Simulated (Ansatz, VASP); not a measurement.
## Mo in VASP and in Ansatz

```
Mo
1.0
    -1.58138    1.58138    1.58138
     1.58138   -1.58138    1.58138
     1.58138    1.58138   -1.58138
Mo
1
Direct
  0.00000 0.00000 0.00000
```

Alike in both runs: task single point; functional PBE; k mesh 15 × 15 × 15; occupations fermi-dirac, width 0.1 eV; no spin polarisation.

```csv
,VASP,Ansatz
version,VASP 6.6.1,Ansatz 0.2.0
potentials or method,"VASP PAW PBE potentials, release 64 (Mo_sv)","plane waves (420 eV) with PAW, scalar-relativistic"
plane-wave cutoff (eV),520,420
valence electrons in the cell,14,14
```

VASP gave:

| Item | Value |
| --- | --- |
| pressure (GPa) | 0.2 |

Which values does Ansatz return?

Pressure (GPa): -0.3.

With one functional, cell and mesh, what is left measures potentials, basis and numerics.
